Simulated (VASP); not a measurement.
# ZnSe (Stilleite) (F-43m) in VASP: notebook

The runs below take ZnSe (Stilleite) through relaxation of cell and atoms, with PBE+D3(BJ), PBE+D4.

All numbers are computed with VASP 6.6.1; they aren't measurements. Logs are shortened: lines on timing, memory, paths and dates and some standing lists are left out, and cuts for length are marked.

### 1 The crystal as given

Symmetry: F-43m, No. 216, cubic system. Conventional cell: a = 5.668 Å, b = 5.668 Å, c = 5.668 Å, α = 90.00°, β = 90.00°, γ = 90.00°. Around Se (site symmetry -43m) lie 4 Zn at 2.45 Å. Zn (site symmetry -43m) has 4 Se at 2.45 Å as nearest neighbours.

### 2 Relaxation of cell and atoms, PBE+D3(BJ)

File INCAR:

```
PREC = Accurate ; ENCUT = 600
EDIFF = 1E-6 ; ISMEAR = -1
SIGMA = 0.05 ; LREAL = False
LASPH = True ; NELM = 100
ALGO = Normal ; ISIF = 3
LWAVE = False ; LCHARG = False
GGA = PE ; IVDW = 12
IBRION = 2 ; NSW = 40
EDIFFG = -0.02
```

File KPOINTS:

```
regular mesh
0
Gamma
  8 8 8
```

File POSCAR:

```
ZnSe
1.0
    0.0000000000      2.8338000000      2.8338000000
    2.8338000000      0.0000000000      2.8338000000
    2.8338000000      2.8338000000      0.0000000000
Se Zn
1 1
Direct
    0.7500000000      0.7500000000      0.7500000000
    0.0000000000      0.0000000000      0.0000000000
```

Potentials or basis: VASP PAW PBE potentials, release 64 (Se, Zn).

The run is started by

```
cat potpaw_PBE.64/Se/POTCAR potpaw_PBE.64/Zn/POTCAR > POTCAR
mpirun -np 1 vasp_std > vasp.out
```

OUTCAR:

```text
PREC = Accurate
   ENCUT = 600
   EDIFF = 1E-6
   ISMEAR = -1
   LREAL = False
   LASPH = True
   NELM = 100
   ISIF = 3
   GGA = PE
   IVDW = 12
   IBRION = 2
   NSW = 40
   EDIFFG = -0.02
 IVDW          = 12

 ion  position               nearest neighbor table
   1  0.750  0.750  0.750-   2 2.45   2 2.45   2 2.45   2 2.45
   2  0.000  0.000  0.000-   1 2.45   1 2.45   1 2.45   1 2.45

  LATTYP: Found a face centered cubic cell.
 ALAT       =     5.6676000000

  Lattice vectors:

 A1 = (   0.0000000000,   2.8338000000,   2.8338000000)
 A2 = (   2.8338000000,   0.0000000000,   2.8338000000)
 A3 = (   2.8338000000,   2.8338000000,   0.0000000000)

Analysis of symmetry for initial positions (statically):
=====================================================================
 Subroutine PRICEL returns:
 Original cell was already a primitive cell.

 Routine SETGRP: Setting up the symmetry group for a
 face centered cubic supercell.

 Subroutine GETGRP returns: Found 24 space group operations
 (whereof 24 operations were pure point group operations)
 out of a pool of 48 trial point group operations.

The static configuration has the point symmetry T_d .

Analysis of symmetry for dynamics (positions and initial velocities):
=====================================================================
 Subroutine PRICEL returns:
 Original cell was already a primitive cell.

 Routine SETGRP: Setting up the symmetry group for a
 face centered cubic supercell.

 Subroutine GETGRP returns: Found 24 space group operations
 (whereof 24 operations were pure point group operations)
 out of a pool of 48 trial point group operations.

The dynamic configuration has the point symmetry T_d .

 Subroutine INISYM returns: Found 24 space group operations
 (whereof 24 operations are pure point group operations),
 and found     1 'primitive' translations

----------------------------------------------------------------------------------------

                                     Primitive cell

  volume of cell :      45.5132

  direct lattice vectors                    reciprocal lattice vectors
     0.000000000  2.833800000  2.833800000    -0.176441527  0.176441527  0.176441527
     2.833800000  0.000000000  2.833800000     0.176441527 -0.176441527  0.176441527
     2.833800000  2.833800000  0.000000000     0.176441527  0.176441527 -0.176441527

  length of vectors
     4.007598393  4.007598393  4.007598393     0.305605690  0.305605690  0.305605690

  position of ions in fractional coordinates (direct lattice)
     0.750000000  0.750000000  0.750000000
     0.000000000  0.000000000  0.000000000

  ion indices of the primitive-cell ions
   primitive index   ion index
                 1           1
                 2           2

----------------------------------------------------------------------------------------

 KPOINTS: regular mesh

Automatic generation of k-mesh.
 Grid dimensions read from file:
 generate k-points for:    8    8    8

 Generating k-lattice:

  Cartesian coordinates                     Fractional coordinates (reciprocal lattice)
    -0.022055191  0.022055191  0.022055191     0.125000000  0.000000000  0.000000000
     0.022055191 -0.022055191  0.022055191     0.000000000  0.125000000  0.000000000
     0.022055191  0.022055191 -0.022055191     0.000000000  0.000000000  0.125000000

  Length of vectors
     0.038200711  0.038200711  0.038200711

  Shift w.r.t. Gamma in fractional coordinates (k-lattice)
     0.000000000  0.000000000  0.000000000

 Subroutine IBZKPT returns following result:
 ===========================================

 Found     29 irreducible k-points:
[... 59 lines left out ...]
   EMIN   =  10.00;   EMAX   =-10.00  energy-range for DOS
   EFERMI =   0.00;   METHOD = LEGACY
   ISMEAR =    -1;   SIGMA  =   0.05  broadening in eV -4-tet -1-fermi 0-gaus
   EFERMI_NEDOS =   21; number of points for ismear=-14 and -15
   IALGO  =     38    algorithm
   IMIX   =      4    mixing-type and parameters
     AMIX     =   0.40;   BMIX     =  1.00
     AMIX_MAG =   1.60;   BMIX_MAG =  1.00
  volume/ion in A,a.u.               =      22.76       153.57
  Fermi-wavevector in a.u.,A,eV,Ry     =   1.201673  2.270834 19.647073  1.444019
  Thomas-Fermi vector in A             =   2.337476
   LORBIT       =      0    0 simple, 1 ext, 2 COOP (PROOUT), +10 PAW based schemes
   GGA     = PE    functional components
   LHFCALC =     F    Hartree Fock is set to
   AEXX    =    0.0000 exact exchange contribution
   IVDW    =    12    specifies the selected vdW correction
   LEPSILON=     F    determine dielectric tensor
   LRPA    =     F    only Hartree local field effects (RPA)
 conjugate gradient relaxation of ions
 non-spin polarized calculation
  energy-cutoff  :      600.00
  volume of cell :       45.51
 maximum number of plane-waves:      1540
   NGX = 17   NGY = 17   NGZ = 17

--------------------------------------- Ionic step        1  -------------------------------------------

 number of electron      17.9999991 magnetization

 Free energy of the ion-electron system (eV)
  ---------------------------------------------------
  ext. energy  EPLUGINS =         0.00000000
  ---------------------------------------------------
  free energy    TOTEN  =        -6.01988492 eV

  energy without entropy =       -6.01988489  energy(sigma->0) =       -6.01988491

------------------------ aborting loop because EDIFF is reached ----------------------------------------

 Edisp (eV)   -0.64454

 E8    (eV) :    -0.2695

  FORCE on cell =-STRESS in cart. coord.  units (eV):
  Direction    XX          YY          ZZ          XY          YZ          ZX
  --------------------------------------------------------------------------------------
  -------------------------------------------------------------------------------------
  Total      -0.05251    -0.05251    -0.05251     0.00000    -0.00000     0.00000
  in kB      -1.84861    -1.84861    -1.84861     0.00000    -0.00000     0.00000
  external pressure =       -1.85 kB  Pullay stress =        0.00 kB

 VOLUME and BASIS-vectors are now :
 -----------------------------------------------------------------------------
  energy-cutoff  :      600.00
  volume of cell :       45.51
      direct lattice vectors                 reciprocal lattice vectors
     0.000000000  2.833800000  2.833800000    -0.176441527  0.176441527  0.176441527
     2.833800000  0.000000000  2.833800000     0.176441527 -0.176441527  0.176441527
     2.833800000  2.833800000  0.000000000     0.176441527  0.176441527 -0.176441527

 POSITION                                       TOTAL-FORCE (eV/Angst)
 -----------------------------------------------------------------------------------
      4.25070      4.25070      4.25070         0.000000      0.000000     -0.000000
      0.00000      0.00000      0.00000        -0.000000     -0.000000      0.000000
 -----------------------------------------------------------------------------------
    total drift:                               -0.000000     -0.000000     -0.000000

  FREE ENERGIE OF THE ION-ELECTRON SYSTEM (eV)
  ---------------------------------------------------
  free  energy   TOTEN  =        -6.6644286113 eV

  energy  without entropy=       -6.6644285836  energy(sigma->0) =       -6.66442860

--------------------------------------- Ionic step        2  -------------------------------------------

 number of electron      17.9999989 magnetization

 Free energy of the ion-electron system (eV)
  ---------------------------------------------------
  ext. energy  EPLUGINS =         0.00000000
  ---------------------------------------------------
  free energy    TOTEN  =        -6.01724702 eV

  energy without entropy =       -6.01724700  energy(sigma->0) =       -6.01724701

 E-fermi :   2.3333     XC(G=0):  -9.3388

 val. band max:        1.6459165479   @ k =   0.0000   0.0000   0.0000
 cond. band min:       2.9517018494   @ k =   0.0000   0.0000   0.0000
 fundamental gap:      1.3057853015
 Fermi energy:         2.3332660646

 k-point     1 :       0.0000    0.0000    0.0000
  band No.  band energies     occupation
      1     -11.6377      2.00000
      2      -4.9142      2.00000
      3      -4.9142      2.00000
      4      -4.9142      2.00000
      5      -4.5410      2.00000
      6      -4.5410      2.00000
      7       1.6459      2.00000
      8       1.6459      2.00000
      9       1.6459      2.00000
     10       2.9517      0.00001
     11       7.4451      0.00000
     12       7.4451      0.00000
     13       7.4451      0.00000
[... 354 lines left out ...]
  band No.  band energies     occupation
      1     -10.7093      2.00000
      2      -4.8102      2.00000
      3      -4.7724      2.00000
      4      -4.5735      2.00000
      5      -4.5340      2.00000
      6      -4.3302      2.00000
      7      -3.2686      2.00000
      8      -0.7764      2.00000
      9       0.1721      2.00000
     10       5.8855      0.00000
     11       7.1911      0.00000
     12       9.0648      0.00000
     13      10.3288      0.00000

 [... further k-points ...]

------------------------ aborting loop because EDIFF is reached ----------------------------------------

 Edisp (eV)   -0.64727

 E8    (eV) :    -0.2707

  FORCE on cell =-STRESS in cart. coord.  units (eV):
  Direction    XX          YY          ZZ          XY          YZ          ZX
  --------------------------------------------------------------------------------------
  -------------------------------------------------------------------------------------
  Total       0.00390     0.00390     0.00390     0.00000     0.00000     0.00000
  in kB       0.13765     0.13765     0.13765     0.00000     0.00000     0.00000
  external pressure =        0.14 kB  Pullay stress =        0.00 kB

 VOLUME and BASIS-vectors are now :
 -----------------------------------------------------------------------------
  energy-cutoff  :      600.00
  volume of cell :       45.34
      direct lattice vectors                 reciprocal lattice vectors
    -0.000000000  2.830210426  2.830210426    -0.176665309  0.176665309  0.176665309
     2.830210426 -0.000000000  2.830210426     0.176665309 -0.176665309  0.176665309
     2.830210426  2.830210426  0.000000000     0.176665309  0.176665309 -0.176665309

 POSITION                                       TOTAL-FORCE (eV/Angst)
 -----------------------------------------------------------------------------------
      4.24532      4.24532      4.24532         0.000000      0.000000      0.000000
      2.83021      5.66042      2.83021        -0.000000     -0.000000     -0.000000
 -----------------------------------------------------------------------------------
    total drift:                               -0.000000     -0.000000     -0.000000

  FREE ENERGIE OF THE ION-ELECTRON SYSTEM (eV)
  ---------------------------------------------------
  free  energy   TOTEN  =        -6.6645196301 eV

  energy  without entropy=       -6.6645196062  energy(sigma->0) =       -6.66451962

 reached required accuracy - stopping structural energy minimisation
```

Wall time 22 s (1 thread of Intel Xeon Platinum 8488C (Sapphire Rapids), shared host); peak memory 0.2 GiB.

Results:

- Free energy: -6.6645 eV
- Relaxed volume: 22.67 Å³/atom
- Relaxed cell: a = 4.003 Å, b = 4.003 Å, c = 4.003 Å, α = 60.00°, β = 60.00°, γ = 60.00°
- Space group after relaxing (to 0.05 Å): F-43m (No. 216)
- Energy gained by relaxing: 0.0 meV/atom
- Ionic steps: 2
- Pressure after relaxing: 0.0 GPa
- Band gap on the k mesh: 1.31 eV, direct
- Dispersion energy per atom: -0.324 eV

Final structure:
```
CELL_PARAMETERS angstrom
0.00000 2.83021 2.83021
2.83021 0.00000 2.83021
2.83021 2.83021 0.00000
ATOMIC_POSITIONS crystal
Se 0.75000 0.75000 0.75000
Zn 0.00000 0.00000 0.00000
```

PBE gaps usually lie below the measured ones, often by a third to a half.

### 3 Relaxation of cell and atoms, PBE+D4

File INCAR:

```
SYSTEM = ZnSe
PREC = Accurate ; ENCUT = 600
EDIFF = 1E-7 ; ISMEAR = -1
SIGMA = 0.05 ; LREAL = .False.
LASPH = .True. ; NELM = 80
ALGO = Fast ; ISIF = 3
LWAVE = .False. ; LCHARG = .False.
GGA = PE ; IVDW = 13
IBRION = 2 ; NSW = 60
EDIFFG = -0.02
```

File KPOINTS:

```
Automatic mesh
0
Gamma
  8 8 8
  0 0 0
```

POSCAR is that of step 2.

Potentials or basis: VASP PAW PBE potentials, release 64 (Se, Zn).

The run is started by

```
cat potpaw_PBE.64/Se/POTCAR potpaw_PBE.64/Zn/POTCAR > POTCAR
mpirun -np 1 vasp_std > vasp.out
```

Run time: 16 s. Hardware: 1 thread of Intel Xeon Platinum 8488C (Sapphire Rapids), shared host; peak memory 0.18 GiB.

Results (log left out):

```yaml
Free_energy: -6.6536 eV
Pressure_after_relaxing: 0.0 GPa
Band_gap_on_the_k_mesh: 1.29 eV, direct
Dispersion_energy_per_atom: -0.317 eV
```

Final structure:
```
Se Zn
1.0
     0.00000    2.83380    2.83380
     2.83380    0.00000    2.83380
     2.83380    2.83380    0.00000
Se Zn
1 1
Cartesian
  4.2507 4.2507 4.2507
  0.0000 0.0000 0.0000
```

Levels at points of the mesh, in eV from the valence-band top:
```tsv
k point	band 6	band 7	band 8	band 9	band 10	band 11	band 12	band 13
(0.00, 0.00, 0.00)	-6.18	0.00	0.00	0.00	1.29	5.80	5.80	5.80
(0.50, 0.00, 0.00)	-6.02	-5.23	-0.87	-0.87	2.54	6.38	6.38	8.58
(0.50, 0.50, 0.00)	-6.00	-4.75	-2.19	-2.19	2.98	3.46	10.74	11.25
```

Caveat: the relaxation stopped at its first step, so nothing moved.

### 4 For comparison

An earlier run on the cell as given: functional PBE; potentials or basis VASP PAW PBE potentials, release 64 (Se, Zn); cutoff 520 eV; k mesh 8 × 8 × 8; occupations fermi-dirac, width 0.05 eV; no spin polarisation.

- Pressure: 2.3 GPa
- Band gap on the k mesh: 1.29 eV, direct

### 5 The runs side by side

| task | level | cell | cutoff (eV) | gap on the mesh (eV) | pressure (GPa) |
| --- | --- | --- | --- | --- | --- |
| relaxation of cell and atoms | PBE+D3(BJ) | relaxed | 600 | 1.31 | 0.0 |
| relaxation of cell and atoms | PBE+D4 | relaxed | 600 | 1.29 | 0.0 |
| single point | PBE | as given | 520 | 1.29 | 2.3 |

Alike in all rows: potentials or basis VASP PAW PBE potentials, release 64 (Se, Zn); no spin polarisation; k mesh 8 × 8 × 8; smearing fermi-dirac 0.05 eV.

Caveats: the relaxation stopped at its first step, so nothing moved (some runs).

Total energies depend on the potentials used, so only differences within one code and one set of settings carry meaning.
